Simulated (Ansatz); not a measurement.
## Al in Ansatz: convergence with smearing width

The system is Al.

```
Al
1.0
     0.04789    1.96914    2.02685
     2.04326   -0.00835    2.08310
     2.04058    2.02271   -0.00568
Al
1
Direct
  0.00598 0.98688 0.02117
```

The cell isn't the ideal one: cell strained at random at fixed volume.

| Quantity | Value |
| --- | --- |
| Program | Ansatz 0.2.0 |
| Task | convergence study |
| Functional | PBEsol |
| Potentials or basis | Ansatz PAW |
| Cutoff | 420 eV (not typed: the program's choice for these potentials) |
| k mesh | 8 × 8 × 8 |
| Occupations | cold, width 0.3 eV |
| Spin | no spin polarisation |

These are the settings of the first run; the series varies smearing width, with any setting tied to it.

Hardware: 2 threads of Arm Neoverse V1, with other jobs on the host.

```csv
smearing width,"energy less the tightest run, at zero smearing (meV/atom)",SCF cycles,CPU time (s),peak memory (GiB)
0.3 eV,-0.19,4,2.2,0.27
0.2 eV,0.21,4,2.1,0.27
0.15 eV,0.20,4,2.2,0.27
0.1 eV,0.06,4,2.2,0.27
0.05 eV,-0.04,4,2.2,0.27
0.025 eV,-0.03,4,2.2,0.27
0.01 eV,-0.01,4,2.2,0.27
0.005 eV,0.00,4,2.2,0.27
```

Against the tightest run, the energy stays within 1 meV/atom from 0.3 eV on. Narrower smearing needs a denser k mesh, so at a fixed mesh the narrowest width isn't the most accurate. The tightest run that finished is the yardstick and may itself not be fully converged.
